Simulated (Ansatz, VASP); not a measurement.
# Two plane-wave programs on CdF2

```
Cd F
1.0
     0.00000    2.63280    2.63280
     2.63280    0.00000    2.63280
     2.63280    2.63280    0.00000
Cd F
1 2
Cartesian
  0.0000 0.0000 0.0000
  1.3164 1.3164 1.3164
  3.9492 3.9492 3.9492
```

Alike in both runs: functional PBE; k mesh 8 × 8 × 8; occupations gaussian, width 0.02 eV; no spin polarisation.

Ansatz relaxed the structure, and its values are those at the end. VASP's run is a single point on that final structure, the one shown.

```csv
,VASP,Ansatz
version,VASP 6.6.1,Ansatz 0.2.0
potentials or method,"VASP PAW PBE potentials, release 64 (Cd, F)","scalar-relativistic, plane waves, PAW"
plane-wave cutoff (eV),520,420
valence electrons in the cell,26,34
```

VASP gave:

* gap on the k mesh at the Fermi level (eV): 3.31
* least direct gap on the mesh (eV): 3.72
* pressure (GPa): 16.2

Problem. Which values does Ansatz return?

Solution. gap on the k mesh at the Fermi level (eV): 3.35; least direct gap on the mesh (eV): 3.75; pressure (GPa): 15.0.

The functional is the same, so the differences come from potentials, cutoffs and numerics. The two sets of potentials don't hold the same shells in valence.

Caveats: so large a pressure means that the cell lies far from this level's equilibrium, or that cutoff or potentials fall short (VASP). A k mesh can miss the band edges.
